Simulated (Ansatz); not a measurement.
The reference is BeO in the wurtzite structure (space group P6_3mc, No. 186; a = 2.7117 Å, c = 4.4043 Å).

(Cell as relaxed with PBE.)

Levels (all Ansatz, a quantum-chemistry and plane-wave program, PAW, earlier PAW set): PBE (420 eV, no SOC); r2SCAN (500 eV, no spin-orbit coupling).

Each level relaxes its own structure.

```json
[
 {"base": "volume per atom", "PBE": "7.01 Å³", "r2SCAN": "6.85 Å³"},
 {"base": "lattice parameter a", "PBE": "2.712 Å", "r2SCAN": "2.690 Å"},
 {"base": "band gap", "PBE": "7.46 eV", "r2SCAN": "8.55 eV"}
]
```

The change: hydrostatic tension (pressure −2 GPa).

```tsv
quantity	PBE	r2SCAN
band gap	7.36 eV	…
valence-band top at Γ (three highest levels, from the VBM)	0.00, -0.04, -0.04 eV	…
electron mass	0.53 mₑ along c, 0.59 mₑ across (at Γ)	…
shift of the gap caused by the change	-0.10 eV	…
gap character	direct at Γ	…
```

Task: What does r2SCAN give?

Result: 
- band gap, r2SCAN: 8.45 eV
- valence-band top at Γ (three highest levels, from the VBM), r2SCAN: 0.00, -0.04, -0.04 eV
- electron mass, r2SCAN: 0.53 mₑ along c, 0.60 mₑ across (at Γ)
- shift of the gap caused by the change, r2SCAN: -0.10 eV
- gap character, r2SCAN: direct at Γ

PBE's band gap lies 1.098 eV below r2SCAN's; the two agree on the valence-band top at Γ, shift of the gap caused by the change and gap character. Neither level is exact; r2SCAN is the comparison here, not a measurement.

Load acts through the strain it causes; cell and atoms are relaxed under it. Effective masses come from finite differences of ±0.01 Å⁻¹. Whether these cells are dynamically stable was not tested.
